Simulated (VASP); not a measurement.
Runs of VASP 6.6.1 on Al2Cu. Symmetry: I4/mmm, No. 139, tetragonal system. Conventional cell: a = 4.061 Å, b = 4.061 Å, c = 5.702 Å, α = 90.00°, β = 90.00°, γ = 90.00°. Al (site symmetry -4m2) has 4 Cu at 2.48 Å and 2 Al at 2.85 Å as nearest neighbours. Cu (site symmetry 4/mmm) has 8 Al at 2.48 Å as nearest neighbours. The cell comes from a database or a generator and needn't be the stable form of this composition.

```tsv
level	potentials or basis	k mesh	cutoff (eV)	mesh quality	gap on the mesh (eV)	pressure (GPa)	relaxed volume (Å³/atom)
PBEsol	VASP PAW PBE potentials, release 64 (Al, Cu)	14 × 14 × 14	580	not flagged	none	0.0	15.69
LDA	VASP PAW LDA potentials, release 64 (Al, Cu)	14 × 14 × 14	600	not flagged	none	0.0	(a)
PBEsol	VASP PAW PBE potentials, release 64 (Al, Cu)	6 × 6 × 6	600	coarse	none	0.0	15.67
PBEsol	VASP PAW PBE potentials, release 64 (Al, Cu)	14 × 14 × 14	600	not flagged	none	0.0	15.69
RPBE	VASP PAW PBE potentials, release 64 (Al, Cu)	14 × 14 × 14	600	not flagged	none	0.0	16.53
```

Alike in all rows: task relaxation of cell and atoms; no spin polarisation; cell relaxed; smearing gaussian 0.1 eV.

**Question.** Fill in the values left out.

**Answer.** (a) 15.24.

Caveats: some runs use coarse meshes; the PAW data sets were made with another functional, which shifts forces and pressure a little (some runs).

A gap of «none» marks a metal or a gap under the smearing width.

Runs at the PBE level aren't shown here.
